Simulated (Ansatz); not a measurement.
## Property card for CoO

All numbers below come from Ansatz 0.2.0, DFT PBEsol, scalar-relativistic, plane waves, PAW.

Cutoff 420 eV; k points 18×18×8 on the computed 4-atom cell (Γ-centred); Gaussian smearing, width 0.10 eV; collinear spin from starting moments -2.08 2.08 0.16 -0.16 μB.

The structure is relaxed at this level of theory with its symmetry kept. This wurtzite form isn't the usual stable structure of the compound.

```cif
data_structure
_symmetry_space_group_name_H-M 'P6_3mc'
_symmetry_Int_Tables_number 186
_cell_length_a 3.0506
_cell_length_b 3.0506
_cell_length_c 5.2533
_cell_angle_alpha 90.000
_cell_angle_beta 90.000
_cell_angle_gamma 120.000
_cell_volume 42.34
loop_
_atom_site_label
_atom_site_type_symbol
_atom_site_symmetry_multiplicity
_atom_site_Wyckoff_symbol
_atom_site_fract_x
_atom_site_fract_y
_atom_site_fract_z
_atom_site_occupancy
Co1 Co 2 b 0.33333 0.66667 0.00949 1
O1 O 2 b 0.33333 0.66667 0.36551 1
```

- Space group: P6_3mc (No. 186)
- Volume per atom: 10.58 Å³
- Formation energy from the elements' standard states (uncorrected): -0.644 eV/atom
- Kohn–Sham band gap: none (metal)
- Density of states at the Fermi level: 5.37 states/eV per cell
- Löwdin character within 0.5 eV of the Fermi level: Co 3d 81 %, O 2p 15 %
- Bader charges (e): Co (2 in the cell) 1.10, O (2 in the cell) -1.10
- Total moment: 0.00 μB per cell
- Site moments (μB; atoms counted from 1 over the whole cell): Co (atom 1) -1.89, Co (atom 2) 1.89, O (atom 3) 0.14, O (atom 4) -0.14

Only this magnetic start was tried.

Cost: 1 run of about 3.9 core-minutes, on Intel Xeon Platinum 8375C (Ice Lake) (shared hosts).